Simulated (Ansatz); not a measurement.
# N (P2_13) in Ansatz: notebook, part 2 of 2

Ansatz 0.2.0. Earlier steps stand in the parts before.

## (3) Relaxation of cell and atoms, r2SCAN

Input file input.yaml:

```yaml
crystal:
  lattice:
    - [5.81510172, 0.0, 0.0]
    - [0.0, 5.81510172, 0.0]
    - [0.0, 0.0, 5.81510172]
  atoms:
    - { symbol: "N", position: [0.04586114, 0.45413886, 0.54586114] }
    - { symbol: "N", position: [0.45413886, 0.54586114, 0.04586114] }
    - { symbol: "N", position: [0.54586114, 0.04586114, 0.45413886] }
    - { symbol: "N", position: [0.95413886, 0.95413886, 0.95413886] }
    - { symbol: "N", position: [0.93609856, 0.56390144, 0.43609856] }
    - { symbol: "N", position: [0.56390144, 0.43609856, 0.93609856] }
    - { symbol: "N", position: [0.43609856, 0.93609856, 0.56390144] }
    - { symbol: "N", position: [0.06390144, 0.06390144, 0.06390144] }
hamiltonian:
  xc: r2scan
  pseudopotentials: { kind: paw }
kpoints:
  mp_grid: { grid: [5, 5, 5] }
scf:
  occupations: { method: fermi_dirac, width: 0.05 }
output:
  forces: true
  stress: true
  eigenvalues: true
relax:
  f_tol: 0.01
  max_steps: 40
  cell: { stress_tol: 0.05 }
```

Potentials or basis: Ansatz PAW.

Launch:

```sh
ansatz run input.yaml --threads 4 --pin off --max-ram 11264MiB --backend cpu --events-out ev --progress --plain --runs-dir out
```

The program printed:

```text
Warning: RAYON_NUM_THREADS=4 ignored (pool sized by the plan → 4); use --threads N
Engine: ansatz 0.2.0, x86_64-unknown-linux-gnu
Pseudopotentials: kind: paw
Pseudopotential: N, paw, valence charge 5, recommended cutoff 500 eV (meta_gga), N.paw.azcp
Functional definition: r2SCAN
  parameter k0 = 0.174
  parameter k1 = 0.065
  parameter a1 = 4.9479
  exchange = r2scan_x(k0 = k0, k1 = k1, a1 = a1)
  correlation = r2scan_c
Crystal: 8 atoms, lattice volume = 196.640 Å³
Basis set: ecut = 500 eV, 4945 PW (Γ), exchange–correlation on 180×180×180 points (64 copies of the dense FFT grid, shifted against one another)
Bands: 28, of which v1, the nominal top of the filled ones, is band 20 counted from 1 (19 counted from 0)
Symmetry: 12 space group operations
[... 90 lines left out ...]
  atom   7  N      0.00275277     0.00275277    -0.00275277
  atom   8  N     -0.00275277    -0.00275277    -0.00275277
  max |Σ_I F_I| component: 2.60e-18 eV/Å
--- Stress (GPa, compression-positive) ---
       -0.023180       0.000000       0.000000
        0.000000      -0.023180      -0.000000
        0.000000      -0.000000      -0.023180
  P = ⅓ Tr σ = -0.0232 GPa (-0.232 kbar)
--- Band table (eV; the first three rows and the last of 11) ---
  k-point 0: bands = ["-25.6992", "-25.6591", "-25.6591", "-25.6591", "-10.2778", "-10.2778", "-10.2778", "-10.1615", "-8.1187", "-8.1187", "-8.1187", "-7.9595", "-7.9595", "-7.8260", "-7.8260", "-7.8260", "-7.2623", "-6.5704", "-6.5704", "-6.5704", "1.7482", "1.7482", "1.7482", "2.5227", "2.5227", "2.5227", "2.7766", "2.7766"]
  k-point 1: bands = ["-25.6954", "-25.6630", "-25.6591", "-25.6591", "-10.2760", "-10.2755", "-10.2665", "-10.1724", "-8.1269", "-8.1096", "-8.1088", "-7.9799", "-7.9500", "-7.8947", "-7.8481", "-7.8416", "-7.1390", "-6.6082", "-6.5648", "-6.5646", "1.8115", "1.8175", "1.8566", "2.4889", "2.4964", "2.5475", "2.6999", "2.7530"]
  k-point 2: bands = ["-25.6853", "-25.6730", "-25.6591", "-25.6591", "-10.2725", "-10.2721", "-10.2371", "-10.2012", "-8.1333", "-8.1143", "-8.0774", "-8.0281", "-7.9435", "-7.9214", "-7.9015", "-7.8798", "-6.9160", "-6.7248", "-6.5555", "-6.5553", "1.9397", "1.9488", "2.1366", "2.4173", "2.4278", "2.4655", "2.6118", "2.6903"]
  k-point 10: bands = ["-25.6718", "-25.6680", "-25.6680", "-25.6679", "-10.2691", "-10.2684", "-10.2661", "-10.2577", "-8.1412", "-8.1098", "-8.1098", "-8.1092", "-7.8504", "-7.8502", "-7.8256", "-7.8253", "-6.7607", "-6.7077", "-6.7068", "-6.7018", "2.2432", "2.3124", "2.3133", "2.3236", "2.4418", "2.4422", "2.4989", "2.5000"]
--- Relaxed structure (3 steps of the walk, 3 accepted, 1 SCFs on fresh bases) ---
  F+E_penalty+E_count = -3078.62325037 eV   max|allowed force component| = 2.753e-3 eV/Å   (the final SCF, on the basis selected at the relaxed cell)
  cell:  # Å, volume = 195.8552 Å³
    - [5.807354981844004, 1.0271626370065257e-32, -2.6963019221421295e-33]
    - [1.0271626370065257e-32, 5.807354981844004, 1.5407439555097887e-33]
    - [-2.5679065925163142e-33, 1.5407439555097887e-33, 5.807354981844004]
  atoms:
    - { symbol: N, position: [0.053911143570260965, 0.4460888564297389, 0.5539111435702608] }
    - { symbol: N, position: [0.4460888564297389, 0.5539111435702608, 0.053911143570260965] }
    - { symbol: N, position: [0.5539111435702608, 0.053911143570260965, 0.4460888564297389] }
    - { symbol: N, position: [0.9460888564297388, 0.9460888564297388, 0.9460888564297388] }
    - { symbol: N, position: [0.9452475782705407, 0.554752421729459, 0.44524757827054084] }
    - { symbol: N, position: [0.554752421729459, 0.44524757827054084, 0.9452475782705407] }
    - { symbol: N, position: [0.44524757827054084, 0.9452475782705407, 0.554752421729459] }
    - { symbol: N, position: [0.054752421729459086, 0.054752421729459086, 0.054752421729459086] }
```

Run time: 53 s. Hardware: 4 threads of Intel Xeon at 2.50GHz (Skylake/Cascade Lake), shared host; peak memory 0.77 GiB.

Results:

```yaml
Free_energy: -3078.6233 eV
Relaxed_volume: 24.48 Å³/atom
Relaxed_cell: a = 5.807 Å, b = 5.807 Å, c = 5.807 Å, α = 90.00°, β = 90.00°, γ = 90.00°
Space_group_after_relaxing_to_0.05_Å: Pa-3 (No. 205)
Energy_gained_by_relaxing: 6.1 meV/atom
Ionic_steps: 4
Pressure_after_relaxing: 0.0 GPa
Largest_force_after_relaxing: 0.005 eV/Å
Band_gap_on_the_k_mesh: 8.30 eV, indirect (least direct gap 8.32 eV)
```

Forces in eV/Å, atoms in the order of the input:
```
N   -0.002  0.002 -0.002
N    0.002 -0.002 -0.002
N   -0.002 -0.002  0.002
N    0.002  0.002  0.002
N    0.003 -0.003  0.003
N   -0.003  0.003  0.003
N    0.003  0.003 -0.003
N   -0.003 -0.003 -0.003
```

Step by step:
```
step  energy change (eV)  largest force (eV/Å)  volume (Å³)
   1              0.0000                1.8082       196.64
   2             -0.0480                0.2070       196.42
   3             -0.0489                0.0053       195.86
   4             -0.0486                0.0048       195.86
```

Final structure:
```xyz
8
Lattice="5.8074 0.0000 0.0000 0.0000 5.8074 0.0000 0.0000 0.0000 5.8074" Properties=species:S:1:pos:R:3 pbc="T T T"
N     0.3131    2.5906    3.2168
N     2.5906    3.2168    0.3131
N     3.2168    0.3131    2.5906
N     5.4943    5.4943    5.4943
N     5.4894    3.2216    2.5857
N     3.2216    2.5857    5.4894
N     2.5857    5.4894    3.2216
N     0.3180    0.3180    0.3180
```

Caveat: odd divisions of the mesh miss points on the zone boundary, where band edges often lie, so the gap on the mesh can be too wide; the plane-wave basis is chosen anew once the cell has moved, so the energies of steps on either side of that aren't comparable; the PAW data sets come from PBE, with cores solved anew for the run's functional, which leaves a small shift of forces and pressure. A k mesh can miss the band edges.
